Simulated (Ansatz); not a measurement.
A band-structure calculation of ZrSe2, CdI2 type with Ansatz, at the level PBE. The cell was relaxed beforehand with r2SCAN+rVV10.

Input (YAML):
```yaml
crystal:
  lattice:
    - [3.7881123247, 0.0, 0.0]
    - [-1.8940561623, 3.2806015056, 0.0]
    - [0.0, 0.0, 6.1800627135]
  atoms:
    - { symbol: Zr, position: [0.0, 0.0, 0.0] }
    - { symbol: Se, position: [0.3333333333, 0.6666666667, 0.2538098215] }
    - { symbol: Se, position: [0.6666666667, 0.3333333333, 0.7461901785] }
kpoints:
  mp_grid: { grid: [12, 12, 4] }
  band_path:
    path:
      - [[0.0, 0.0, 0.0], [0.5, -5.789563656649e-17, 4.652063366429e-18], [0.3333333333333, 0.3333333333333, 3.101375577619e-18], [0.0, 0.0, 0.0], [-1.310920185065e-36, -2.413369780997e-36, 0.5], [0.5, -5.833613832249e-17, 0.5], [0.3333333333333, 0.3333333333333, 0.5], [-1.310920185065e-36, -2.413369780997e-36, 0.5]]
      - [[0.5, -5.833613832249e-17, 0.5], [0.5, -5.789563656649e-17, 4.652063366429e-18]]
      - [[0.3333333333333, 0.3333333333333, 0.5], [0.3333333333333, 0.3333333333333, 3.101375577619e-18]]
    npoints: 10
hamiltonian:
  xc: pbe
scf:
  occupations: { method: fermi_dirac, width: 0.02 }
  n_extra_bands: 4
output:
  forces: true
  stress: true
  eigenvalues: true
```

Run as `ansatz run input.yaml --threads 2 --pin off --max-ram 2211MiB --backend cpu --events-out ev --progress --plain --runs-dir out`.

The output, standing remarks left out:
```
Functional definition: PBE
  parameter kappa = 0.804
  parameter beta = 0.06672455060314922
  exchange = pbe_x(kappa = kappa, mu = beta*pi^2/3)
  correlation = pbe_c(beta = beta)
Crystal: 3 atoms, lattice volume = 76.801 Å³
Basis set: ecut = 420 eV, 1521 PW (Γ)
Bands: 26, of which v1, the nominal top of the filled ones, is band 22 counted from 1 (21 counted from 0)
Symmetry: 12 space group operations
Space group: P-3m1 (ITA 164)
k-points: 69 of 576
preconditioner: auto → Resta (q_TF=auto, 2.486 Å⁻¹)  ε∞=6.2  [insulator: Δε(μ)=0.314 eV  σ=0.020 eV  ℏωp=16.9 eV]
Free energy (F): -15126.045166 eV
Fermi energy:    8.990819 eV
--- Per-component energies (eV) ---
  E_band       = -893.205970
  E_kinetic    = 570.273517
  E_local      = -5836.929658
  E_nonlocal   = -1114.055724
  E_hartree    = 2758.273319
  E_xc         = -371.230575
  E_vxc        = -388.711916
  E_paw        = -6775.279420
  E_vpaw       = 359.667664
  E_ewald      = -4357.095454
  E_smearing   = -0.000002
--- Forces (eV/Å), atoms counted from 1 ---
  atom   1  Zr      0.00000      0.00000      0.00000
  atom   2  Se      0.00000      0.00000      0.11690
  atom   3  Se      0.00000      0.00000    -0.11690
--- Stress (GPa, compression-positive) ---
        1.045128       0.000000       0.000000
        0.000000       1.045128       0.000000
        0.000000       0.000000       2.244549
  P = ⅓ Tr σ = 1.4449 GPa (14.449 kbar)
```

Levels along the path, in eV from the valence top (v1 is the last filled band, c1 the first empty one):
```tsv
point	distance (1/Å)	v3	v2	v1	c1	c2
Γ	0.00	-0.05	-0.05	0.00	1.05	1.05
·	0.48	-2.46	-1.11	-0.69	0.83	2.10
M	0.96	-2.48	-2.20	-1.37	0.51	2.53
·	1.23	-2.44	-2.43	-1.84	1.34	2.51
K	1.51	-2.34	-2.34	-1.77	1.73	2.58
·	2.06	-2.38	-1.83	-0.78	1.24	1.97
Γ	2.62	-0.05	-0.05	0.00	1.05	1.05
·	2.87	-1.05	-0.14	-0.14	1.04	1.04
A	3.12	-2.14	-0.23	-0.23	1.02	1.02
·	3.60	-2.27	-1.07	-1.06	0.79	2.18
L	4.08	-2.57	-1.03	-0.99	0.31	2.53
·	4.36	-2.57	-1.95	-1.38	1.01	2.48
H	4.64	-2.43	-2.03	-2.03	1.79	2.15
·	5.19	-2.01	-1.86	-1.04	1.44	1.62
A	5.74	-2.14	-0.23	-0.23	1.02	1.02
L	5.74	-2.57	-1.03	-0.99	0.31	2.53
·	5.94	-2.57	-1.39	-1.14	0.42	2.53
·	6.20	-2.49	-2.16	-1.36	0.51	2.53
M	6.25	-2.48	-2.20	-1.37	0.51	2.53
H	6.25	-2.43	-2.03	-2.03	1.79	2.15
·	6.40	-2.26	-2.10	-2.10	1.78	2.23
·	6.66	-2.31	-2.31	-1.82	1.74	2.53
K	6.76	-2.34	-2.34	-1.77	1.73	2.58
```

PBE gives an indirect gap of 0.31 eV, from Γ–M (0.10 of the way from Γ) to L; the least direct gap is 1.05 eV at Γ. The mean pressure at these positions is +1.44 GPa, compression counted positive. The largest force is 0.12 eV/Å.

No spin polarisation and no zero-point or thermal motion.

Spin-orbit coupling is left out.
